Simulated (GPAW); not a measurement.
Write an ASE script for GPAW 26.7.0 that does the following.

| Property | Result |
| --- | --- |
| Task | single point |
| Functional | PBEsol |
| Potentials or basis | PAW data sets generated in the run's folder for this functional |
| Cutoff | 800 eV |
| Basis | pw |
| k mesh | 7 × 7 × 3 |
| Occupations | gaussian, width 0.05 eV |
| Spin | collinear spin, antiferromagnetic start |
| Starting moments | [1.0, -1.0, 0.0, 0.0] μB |
| Maxiter | 150 |

The structure of TiO lies in POSCAR:

```
TiO
1.0
    3.0094341500      0.0000000000      0.0000000000
   -1.5047170800      2.6062464300      0.0000000000
    0.0000000000      0.0000000000      5.8741172600
Ti O
2 2
Direct
    0.0000000000      0.0000000000      0.0000000000
    0.0000000000      0.0000000000      0.5000000000
    0.6666666667      0.3333333333      0.2500000000
    0.6666666667      0.3333333333      0.7500000000
```

The cell comes from a database or a generator and needn't be the stable form of this composition.

The cell isn't the ideal one: the cell as VASP's run set it.

These files were run (other wordings do the same):

run.py

```python
from ase.dft.bandgap import bandgap
from ase.io import read, write
from ase.units import Bohr, GPa
from gpaw import GPAW, PW, setup_paths
from gpaw.elf import elf_from_dft_calculation

setup_paths.insert(0, '.')

atoms = read('POSCAR')
atoms.set_initial_magnetic_moments([1.0, -1.0, 0.0, 0.0])

calc = GPAW(mode=PW(800),
            xc='PBEsol',
            kpts={'size': (7, 7, 3), 'gamma': True},
            occupations={'name': 'methfessel-paxton', 'order': 0, 'width': 0.05},
            nbands=34,
            convergence={'density': 1e-05, 'energy': 1e-05},
            maxiter=150,
            txt='gpaw.txt')
atoms.calc = calc
energy = atoms.get_potential_energy()
forces = atoms.get_forces()
stress = atoms.get_stress()
calc.write('gs.gpw')
write('result.traj', atoms)
print(f'Energy: {energy:.6f} eV')
print('Forces (eV/A):')
print(forces.round(4))
print('Stress (GPa):', (stress / GPa).round(3))
print('Moments:', calc.get_magnetic_moments().round(3))
print('Fermi level:', round(calc.get_fermi_level(), 4), 'eV')
print(f'Gap: {bandgap(calc)[0]:.4f} eV, direct: {bandgap(calc, direct=True)[0]:.4f} eV')

# fields on the real-space grid
write('density.cube', atoms, data=calc.get_pseudo_density() * Bohr**3)
write('potential.cube', atoms, data=calc.get_electrostatic_potential())
write('spin.cube', atoms, data=(calc.get_pseudo_density(spin=0) - calc.get_pseudo_density(spin=1)) * Bohr**3)
write('elf.cube', atoms, data=elf_from_dft_calculation(calc).data)
```

Potentials or basis: PAW data sets generated in the run's folder for this functional, pw.

Launch:

```sh
$ gpaw-setup -f PBEsol O Ti
$ OMP_NUM_THREADS=1 python run.py
```

It gave:

```
Pressure               : -32.7 GPa
Band gap on the k mesh : none (metal or under the smearing width)
Net moment             : 0.00 μB per cell
```

Caveat: a pressure of tens of GPa on the cell as given is suspect, and the run, the potentials or the cell itself is likely at fault; semilocal functionals often make such compounds metallic where correlation or magnetic order opens a gap, which also shifts bond lengths.

Run time: 2.3 min on 1 thread of Intel(R) Xeon(R) Platinum 8259CL CPU @ 2.50GHz (Skylake/Cascade Lake), on a shared host, peak memory 0.32 GiB.
